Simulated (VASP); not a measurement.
A run of VASP 6.6.1 is set up as follows.

Contents of INCAR:

```
SYSTEM = GaAs
PREC     = Accurate       ! precision mode
ENCUT    = 520            ! plane-wave cutoff, eV
EDIFF    = 1E-6           ! SCF threshold, eV
ISMEAR   = 0              ! smearing method
SIGMA    = 0.02           ! smearing width, eV
LREAL    = .FALSE.        ! projectors in reciprocal space
LASPH    = .TRUE.         ! aspherical terms in the spheres
NELM     = 100            ! most SCF steps
ALGO     = Normal         ! electronic algorithm
ISIF     = 2              ! what is computed and relaxed
LWAVE    = .FALSE.        ! write WAVECAR
LCHARG   = .TRUE.         ! write CHGCAR
GGA      = PE             ! functional
LELF     = .TRUE.         ! ELF
LVHAR    = .TRUE.       
NBANDS   = 16             ! bands
```

File KPOINTS:

```
Automatic mesh
0
G
  12 12 12
  0 0 0
```

File POSCAR:

```
GaAs
1.0
    0.0000000000      2.8726923249      2.8726923249
    2.8726923249      0.0000000000      2.8726923249
    2.8726923249      2.8726923249      0.0000000000
Ga As
1 1
Direct
    0.0000000000      0.0000000000      0.0000000000
    0.2500000000      0.2500000000      0.2500000000
```

Potentials or basis: VASP PAW PBE potentials, release 64 (Ga_d, As).

Command:

```console
$ cat potpaw_PBE.64/Ga_d/POTCAR potpaw_PBE.64/As/POTCAR > POTCAR
$ mpirun -np 1 vasp_std > vasp.out
```

(1) Estimate the band gap on the k mesh.

(2) Predict the pressure.

## Answers

(1) 0.16 eV, direct.

(2) 0.2 GPa.

**Measured values to compare with.**

“Evidence of valence band perturbations in GaAsN/GaAs(001): A combined variable-angle spectroscopic ellipsometry and modulated photoreflectance investigation”, 2008, arxiv:0805.2212 reports, for a bulk crystal of GaAs at 300 K: band gap 1.418 ± 0.005 eV (direct).

A measured gap of GaAs is 1.418 eV (direct; 300 K; “Evidence of valence band perturbations in GaAsN/GaAs(001): A combined variable-angle spectroscopic ellipsometry and modulated photoreflectance investigation”, 2008, arxiv:0805.2212); the calculated 0.16 eV misses it by -1.25 eV. So large a miss can be the level of theory's own, or it may mean another phase, state or a wrong row. 3 values of this kind are on record (1.412 to 1.51 eV); this one was drawn at random among those near their median, those with a stated uncertainty first. Spin-orbit coupling on As, Ga is left out. The value is that of PBE, without temperature or zero-point motion. Semilocal functionals fall short of measured gaps as a rule.
